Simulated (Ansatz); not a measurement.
Runs of Ansatz 0.2.0 on As. The structure is cubic, space group Pm-3m (No. 221). Conventional cell: a = 2.704 Å, b = 2.704 Å, c = 2.704 Å, α = 90.00°, β = 90.00°, γ = 90.00°. As (site symmetry m-3m) has 6 As at 2.70 Å as nearest neighbours. This isn't the form of As at room conditions, which is rhombohedral.

| task | level | atoms under strain | gap on the mesh (eV) | pressure (GPa) |
| --- | --- | --- | --- | --- |
| elastic constants | PBEsol | relaxed | none | -1.2 |
| elastic constants | PBE | relaxed | none | (a) |
| phonons | PBE | - | none | - |
| phonons | PBEsol | - | none | - |

Alike in all rows: potentials or basis Ansatz PAW; no spin polarisation; cell as given; k mesh 7 × 7 × 7; cutoff (eV) 420; smearing fermi-dirac 0.05 eV.

**Question.** Fill in the values left out.

**Answer.** (a) 2.5.

Caveats: elastic constants of metals need much finer meshes, so these are rough (some runs); the PAW data sets come from PBE, with cores solved anew for the run's functional, which leaves a small shift of forces and pressure (some runs).

A k mesh can miss the band edges, and the runs leave out spin-orbit coupling on As.

A gap of «none» marks a metal or a gap under the smearing width.
